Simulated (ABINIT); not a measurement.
Here is an ABINIT 10.8.3 (patched build) calculation.

run.abi

```
# Datasets: one volume each
ndtset 7
getwfk -1
scalecart1 3*0.9795861087
scalecart2 3*0.9864848297
scalecart3 3*0.9932883884
scalecart4 3*1.0000000000
scalecart5 3*1.0066227096
scalecart6 3*1.0131594038
scalecart7 3*1.0196128224

# Pseudopotentials
pp_dirpath "./"
pseudos "C.upf"

# Structure
acell 4.7660140852 4.7660140852 4.7660140852
rprim
     0.0000000000     0.7071067812     0.7071067812
     0.7071067812     0.0000000000     0.7071067812
     0.7071067812     0.7071067812     0.0000000000
ntypat 1
znucl 6
natom 2
typat 1 1
xred
     0.7500000000     0.7500000000     0.7500000000
     0.5000000000     0.5000000000     0.5000000000

# Plane-wave basis
ecut 41.0

# k points
kptopt 1
ngkpt 13 13 13
nshiftk 1
shiftk 0.0 0.0 0.0

# Exchange and correlation
ixc -106132

# Bands and occupations
nband 8
occopt 3
tsmear 0.00183747

# SCF cycle
nstep 100
tolvrs 1.0e-10

# Output
iomode 3
prtwf 1
prtden 0
prteig 0
prtebands 0
enunit 2
```

Potentials or basis: PseudoDojo NC SR PBE v0.4.1 standard.

Command:

```bash
$ abinit run.abi > log 2>&1
```

(1) Estimate the bulk modulus.

(2) What does it give for the pressure derivative of the bulk modulus?

## Answers

(1) 425 GPa.

(2) 3.7.

Caveat: pressures at fixed basis lie under the slope of the energies; the potentials were made for another functional, which shifts forces and pressure.

**What was measured.**

From “Equation of state of cubic boron nitride at high pressures and temperatures”, 2007, arxiv:cond-mat/0702656, for a bulk crystal of C: bulk modulus 442 ± 5 GPa.

Against the measured bulk modulus of C, 442 GPa (quoted in “Equation of state of cubic boron nitride at high pressures and temperatures”, 2007, arxiv:cond-mat/0702656), the calculated 425 GPa is off by -3.8 %. 3 values of this kind are on record (442 to 444.8 GPa); this one was drawn at random among those near their median, those with a stated uncertainty first. The fit is for a static lattice scaled at fixed shape and fixed fractional positions.
